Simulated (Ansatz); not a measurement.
Te2Mo: a ladder of calculations

Cell of run 1: an entry of the Crystallography Open Database (COD), taken as it stands.

Space group P2_1/m (No. 11); a = 6.3300, b = 3.4690, c = 13.8600 Å, β = 93.92°.

| site | Wyckoff | site symmetry | x | y | z |
| --- | --- | --- | --- | --- | --- |
| Te1 | 2e | m | 0.5568 | 0.7500 | 0.3516 |
| Te3 | 2e | m | 0.5888 | 0.2500 | 0.1045 |
| Te5 | 2e | m | 0.0970 | 0.7500 | 0.1486 |
| Te7 | 2e | m | 0.0563 | 0.2500 | 0.3955 |
| Mo9 | 2e | m | 0.3181 | 0.7500 | 0.5066 |
| Mo11 | 2e | m | 0.1833 | 0.2500 | 0.0074 |

One atom of each set is listed.

Relaxed positions (PBE, cell held):

Te1 (0.5571, 0.7500, 0.3504)
Te3 (0.5877, 0.2500, 0.1042)
Te5 (0.0968, 0.7500, 0.1500)
Te7 (0.0548, 0.2500, 0.3955)
Mo9 (0.3207, 0.7500, 0.5067)
Mo11 (0.1814, 0.2500, 0.0077)

All runs are DFT with Ansatz 0.2.0 (plane waves and PAW, scalar-relativistic unless spin–orbit coupling is named, Γ-centred meshes, Fermi–Dirac smearing where given) in this cell.

Run 1: PBE, atoms as given; 420 eV, 7×13×4 k-points, smearing 0.02 eV.
Run 2: PBE, atoms relaxed; 420 eV, 7×13×4 k-points, smearing 0.05 eV.
Run 3: r2SCAN, at the relaxed atoms; 500 eV, 7×13×4 k-points, smearing 0.05 eV.
Run 4: PBE with spin–orbit coupling, at the relaxed atoms; 420 eV, 7×13×4 k-points, smearing 0.05 eV.
Run 5: LDA, at the relaxed atoms; 420 eV, 7×13×4 k-points, smearing 0.05 eV.
Run 6: PBEsol, at the relaxed atoms; 420 eV, 7×13×4 k-points, smearing 0.05 eV.

```json
{"run": "1", "Te1 V_zz (η)": "-16.61 (0.65)", "Te3 V_zz (η)": "21.4 (0.55)", "Te5 V_zz (η)": "-17.07 (0.57)", "Te7 V_zz (η)": "21.2 (0.52)", "Mo9 V_zz (η)": "-6.98 (0.91)"}
{"run": "2", "Te1 V_zz (η)": "-15.36 (0.75)", "Te3 V_zz (η)": "21.5 (0.58)", "Te5 V_zz (η)": "-15.91 (0.65)", "Te7 V_zz (η)": "21.0 (0.56)", "Mo9 V_zz (η)": "-7.12 (0.78)"}
{"run": "3", "Te1 V_zz (η)": "?", "Te3 V_zz (η)": "?", "Te5 V_zz (η)": "?", "Te7 V_zz (η)": "?", "Mo9 V_zz (η)": "?"}
{"run": "4", "Te1 V_zz (η)": "-15.00 (0.75)", "Te3 V_zz (η)": "20.5 (0.66)", "Te5 V_zz (η)": "-15.54 (0.65)", "Te7 V_zz (η)": "20.1 (0.65)", "Mo9 V_zz (η)": "-6.96 (0.79)"}
{"run": "5", "Te1 V_zz (η)": "-14.74 (0.74)", "Te3 V_zz (η)": "20.8 (0.55)", "Te5 V_zz (η)": "-15.32 (0.63)", "Te7 V_zz (η)": "20.4 (0.53)", "Mo9 V_zz (η)": "-7.09 (0.80)"}
{"run": "6", "Te1 V_zz (η)": "-15.15 (0.72)", "Te3 V_zz (η)": "20.9 (0.55)", "Te5 V_zz (η)": "-15.72 (0.62)", "Te7 V_zz (η)": "20.5 (0.53)", "Mo9 V_zz (η)": "-7.04 (0.79)"}
```

V_zz in 10²¹ V/m²; 5 of the 6 sets of like atoms are followed.

**Question.** Estimate the row of run 3.

**Answer.** Te1: -15.93 (0.85); Te3: 23.1 (0.68); Te5: -16.48 (0.76); Te7: 22.7 (0.68); Mo9: -7.46 (0.68). It lies nearest to run 2, from whose tensors on these sites it differs by 2.59 at most (largest principal value of the difference, on Te7). Taken one at a time, the functional (between the two that differ most) moves the tensors on these sites by up to 3.43 (largest principal value of the change, on Te7), the positions of the atoms (as given or relaxed) by 1.28 (Te1), spin–orbit coupling by 1.06 (Te7).

In runs 1, 2, 3, 4, 5, 6 there is no gap above 0.1 eV, so the gradients can move by 10 % or more with the k-mesh. In runs 3, 5, 6 the atoms aren't at the calculated equilibrium (largest force 0.29, 0.53, 0.31 eV/Å).
